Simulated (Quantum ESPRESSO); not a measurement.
Write the native input for Quantum ESPRESSO 7.5 that does the following.

```
Task                : band structure
Functional          : PBE
Potentials or basis : SG15 PBE 1.2
Cutoff              : 1197 eV
Density cutoff      : 4789 eV
k mesh              : 13 × 13 × 13
Occupations         : fermi-dirac, width 0.05 eV
Spin                : no spin polarisation
Mixing beta         : 0.5
Most SCF iterations : 120
SCF threshold       : 4e-10 Ry
```

C:

```
CELL_PARAMETERS angstrom
0.00000 1.78337 1.78337
1.78337 0.00000 1.78337
1.78337 1.78337 0.00000
ATOMIC_POSITIONS crystal
C 0.75000 0.75000 0.75000
C 0.50000 0.50000 0.50000
```

This isn't the form of C at room conditions, which is graphite.

One way to write it, as run:

pw.in

```
&CONTROL
  calculation = 'scf'
  prefix = 'pwscf'
  outdir = './tmp'
  pseudo_dir = './pseudo'
  tprnfor = .true.
  tstress = .true.
  disk_io = 'low'
/
&SYSTEM
  ibrav = 0
  nat = 2
  ntyp = 1
  ecutwfc = 88
  nbnd = 9
  occupations = 'smearing'
  smearing = 'fd'
  degauss = 0.00367493
/
&ELECTRONS
  conv_thr = 4d-10
  electron_maxstep = 120
  mixing_beta = 0.5
/
ATOMIC_SPECIES
C     12.0110 C_ONCV_PBE-1.2.upf
CELL_PARAMETERS angstrom
   0.0000000000    1.7833700000    1.7833700000
   1.7833700000    0.0000000000    1.7833700000
   1.7833700000    1.7833700000    0.0000000000
ATOMIC_POSITIONS crystal
C      0.7500000000    0.7500000000    0.7500000000
C      0.5000000000    0.5000000000    0.5000000000
K_POINTS automatic
13 13 13 0 0 0
```

bands.in

```
&CONTROL
  calculation = 'bands'
  prefix = 'pwscf'
  outdir = './tmp'
  pseudo_dir = './pseudo'
  disk_io = 'low'
  verbosity = 'high'
/
&SYSTEM
  ibrav = 0
  nat = 2
  ntyp = 1
  ecutwfc = 88
  nbnd = 9
  occupations = 'smearing'
  smearing = 'fd'
  degauss = 0.00367493
/
&ELECTRONS
  conv_thr = 1d-08
  electron_maxstep = 120
  mixing_beta = 0.5
  diago_full_acc = .true.
  startingwfc = 'random'
/
ATOMIC_SPECIES
C     12.0110 C_ONCV_PBE-1.2.upf
CELL_PARAMETERS angstrom
   0.0000000000    1.7833700000    1.7833700000
   1.7833700000    0.0000000000    1.7833700000
   1.7833700000    1.7833700000    0.0000000000
ATOMIC_POSITIONS crystal
C      0.7500000000    0.7500000000    0.7500000000
C      0.5000000000    0.5000000000    0.5000000000
K_POINTS crystal
60
 0.0000000000  0.0000000000  0.0000000000 1
 0.0625000000  0.0000000000  0.0625000000 1
 0.1250000000  0.0000000000  0.1250000000 1
 0.1875000000  0.0000000000  0.1875000000 1
 0.2500000000  0.0000000000  0.2500000000 1
 0.3125000000  0.0000000000  0.3125000000 1
 0.3750000000  0.0000000000  0.3750000000 1
 0.4375000000  0.0000000000  0.4375000000 1
 0.5000000000  0.0000000000  0.5000000000 1
 0.5000000000  0.0625000000  0.5625000000 1
 0.5000000000  0.1250000000  0.6250000000 1
 0.5000000000  0.1875000000  0.6875000000 1
 0.5000000000  0.2500000000  0.7500000000 1
 0.4375000000  0.3125000000  0.7500000000 1
 0.3750000000  0.3750000000  0.7500000000 1
 0.3375000000  0.3375000000  0.6750000000 1
 0.3000000000  0.3000000000  0.6000000000 1
 0.2625000000  0.2625000000  0.5250000000 1
 0.2250000000  0.2250000000  0.4500000000 1
 0.1875000000  0.1875000000  0.3750000000 1
 0.1500000000  0.1500000000  0.3000000000 1
 0.1125000000  0.1125000000  0.2250000000 1
 0.0750000000  0.0750000000  0.1500000000 1
 0.0375000000  0.0375000000  0.0750000000 1
 0.0000000000  0.0000000000  0.0000000000 1
 0.0625000000  0.0625000000  0.0625000000 1
 0.1250000000  0.1250000000  0.1250000000 1
 0.1875000000  0.1875000000  0.1875000000 1
 0.2500000000  0.2500000000  0.2500000000 1
 0.3125000000  0.3125000000  0.3125000000 1
 0.3750000000  0.3750000000  0.3750000000 1
 0.4375000000  0.4375000000  0.4375000000 1
 0.5000000000  0.5000000000  0.5000000000 1
 0.5250000000  0.4500000000  0.5250000000 1
 0.5500000000  0.4000000000  0.5500000000 1
 0.5750000000  0.3500000000  0.5750000000 1
 0.6000000000  0.3000000000  0.6000000000 1
 0.6250000000  0.2500000000  0.6250000000 1
 0.5833333333  0.2500000000  0.6666666667 1
 0.5416666667  0.2500000000  0.7083333333 1
 0.5000000000  0.2500000000  0.7500000000 1
 0.5000000000  0.2857142857  0.7142857143 1
 0.5000000000  0.3214285714  0.6785714286 1
 0.5000000000  0.3571428571  0.6428571429 1
 0.5000000000  0.3928571429  0.6071428571 1
 0.5000000000  0.4285714286  0.5714285714 1
 0.5000000000  0.4642857143  0.5357142857 1
 0.5000000000  0.5000000000  0.5000000000 1
 0.4821428571  0.4821428571  0.5357142857 1
 0.4642857143  0.4642857143  0.5714285714 1
 0.4464285714  0.4464285714  0.6071428571 1
 0.4285714286  0.4285714286  0.6428571429 1
 0.4107142857  0.4107142857  0.6785714286 1
 0.3928571429  0.3928571429  0.7142857143 1
 0.3750000000  0.3750000000  0.7500000000 1
 0.6250000000  0.2500000000  0.6250000000 1
 0.5937500000  0.1875000000  0.5937500000 1
 0.5625000000  0.1250000000  0.5625000000 1
 0.5312500000  0.0625000000  0.5312500000 1
 0.5000000000  0.0000000000  0.5000000000 1
```

Potentials or basis: SG15 PBE 1.2.

Run with:

```sh
$ OMP_NUM_THREADS=1 pw.x -in pw.in > pw.out
$ OMP_NUM_THREADS=1 pw.x -in bands.in > bands.out
```

It gave:

The pressure is 0.4 GPa, the band gap on the k mesh is 4.19 eV, indirect (least direct gap 5.60 eV) and the band gap along the path is 4.18 eV, indirect (least direct gap 5.60 eV).

Run time: 13 s on 1 thread of Arm Neoverse V1, with other jobs on the host, peak memory 0.09 GiB.
